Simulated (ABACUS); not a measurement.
## MnS: single point with PBE

MnS:

```
Mn S
1.0
     3.95358    0.00000    0.00000
    -1.97679    3.42390    0.00000
     0.00000    0.00000    6.34253
Mn S
2 2
Direct
  0.66667 0.33333 0.49884
  0.33333 0.66667 0.99884
  0.33333 0.66667 0.62615
  0.66667 0.33333 0.12615
```

The cell is a database's computed one.

| Property | Result |
| --- | --- |
| Program | ABACUS 3.10.1 |
| Task | single point |
| Functional | PBE |
| Potentials or basis | PseudoDojo NC SR 0.4.1 PBE standard |
| Cutoff | 1320 eV |
| Density cutoff | 5279 eV |
| Basis | plane waves |
| k mesh | 8 × 8 × 4 |
| Occupations | fermi-dirac, width 0.05 eV |
| Spin | collinear spin, ferromagnetic start |
| Starting moments | [4.0, 4.0, 0.0, 0.0] μB |
| Radial cutoff of the potentials (pseudo_rcut) | 10 bohr |
| SCF threshold on the density | 1e-08 |
| Max SCF steps | 100 |
| Eigensolver | dav |
| Mixing | broyden |
| Mixing share | 0.4 |
| Symmetry key | 1 |

The pressure is 3.4 GPa. The largest force is 0.293 eV/Å and the band gap on the k mesh is none (metal or under the smearing width). The net moment is 9.93 μB per cell and the absolute moment is 9.93 μB per cell.

Forces on the atoms (eV/Å):
```
Mn   0.000  0.000  0.293
Mn   0.000  0.000  0.293
S    0.000  0.000 -0.293
S    0.000  0.000 -0.293
```

Stress tensor (GPa, compression positive):
```
2.50 0.00 0.00
0.00 2.50 0.00
0.00 0.00 5.11
```

Levels at points of the mesh, in eV from the Fermi level:
Spin up:
| k point | band 23 | band 24 | band 25 | band 26 | band 27 | band 28 | band 29 | band 30 |
| --- | --- | --- | --- | --- | --- | --- | --- | --- |
| (0.00, 0.00, 0.00) | -0.95 | 0.09 | 0.15 | 0.15 | 1.04 | 2.67 | 5.62 | 5.62 |
| (0.50, 0.50, 0.00) | -2.56 | -2.41 | -1.31 | -0.85 | 3.39 | 3.60 | 4.27 | 6.09 |
| (0.00, 0.00, 0.50) | -0.43 | -0.43 | -0.43 | -0.43 | 2.62 | 2.62 | 5.68 | 5.68 |
| (0.50, 0.50, 0.50) | -1.61 | -1.61 | -1.47 | -1.47 | 2.99 | 2.99 | 5.02 | 5.02 |
Spin down:
```
           k point  band 12  band 13  band 14  band 15  band 16  band 17  band 18  band 19  band 20  band 21
(0.00, 0.00, 0.00)    -3.42    -3.40    -3.40    -3.39    -3.39     0.57     0.57     0.85     1.07     1.07
(0.50, 0.50, 0.00)    -4.76    -4.21    -3.59    -3.51    -3.35     0.09     0.29     0.76     0.98     1.02
(0.00, 0.00, 0.50)    -4.54    -3.40    -3.40    -3.40    -3.40     0.89     0.89     0.89     0.89     1.85
(0.50, 0.50, 0.50)    -5.32    -3.53    -3.53    -3.44    -3.44     0.58     0.58     0.95     0.95     1.08
```

Wall time 74 s on 4 MPI ranks on Intel(R) Xeon(R) 6975P-C (Granite Rapids), on a shared host, peak memory 1.1 GiB a rank.

Caveat: semilocal functionals often make such compounds metallic where correlation or magnetic order opens a gap, which also shifts bond lengths; only a ferromagnetic start was run, and an antiferromagnetic order may lie lower in energy. With open d or f shells a metallic result of PBE can be an artefact of self-interaction; +U or a hybrid may open a gap.
